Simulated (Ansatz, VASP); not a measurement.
# Two plane-wave programs on Si3Mo

```
Si Mo
1.0
     4.62291   -0.08853   -0.19388
     1.96880    4.18636   -0.13545
     0.25582    0.07550    5.93204
Si Mo
6 2
Direct
  0.41345 0.71273 0.12777
  0.21229 0.91354 0.62739
  0.23373 0.32462 0.31769
  0.82471 0.73360 0.81809
  0.80064 0.89074 0.31904
  0.39086 0.30057 0.81897
  0.69523 0.42910 0.48558
  0.92909 0.19510 0.98546
```

Change from the starting cell: the structure that the rattled cell fell into.

Alike in both runs: functional PBE; k mesh 4 × 4 × 4; occupations gaussian, width 0.1 eV; no spin polarisation.

Ansatz relaxed the structure, and its values are those at the end. VASP's run is a single point on that final structure, the one shown.

|  | VASP | Ansatz |
| --- | --- | --- |
| version | VASP 6.6.1 | Ansatz 0.2.0 |
| potentials or method | VASP PAW PBE potentials, release 64 (Si, Mo_sv) | scalar-relativistic, plane waves, PAW |
| plane-wave cutoff (eV) | 520 | 420 |
| valence electrons in the cell | 52 | 52 |

|  | VASP | Ansatz | Ansatz less VASP |
| --- | --- | --- | --- |
| gap on the k mesh at the Fermi level (eV) | none | none | - |
| pressure (GPa) | -0.1 | -0.2 | -0.07 |
| rms of the force components (eV/Å) | 0.012 | 0.012 | +0.0001 |

A gap of «none» marks a metal or a gap that the smearing closes.

Caveats: the k mesh is coarse (spacing up to 0.37 Å⁻¹), so the values aren't converged.
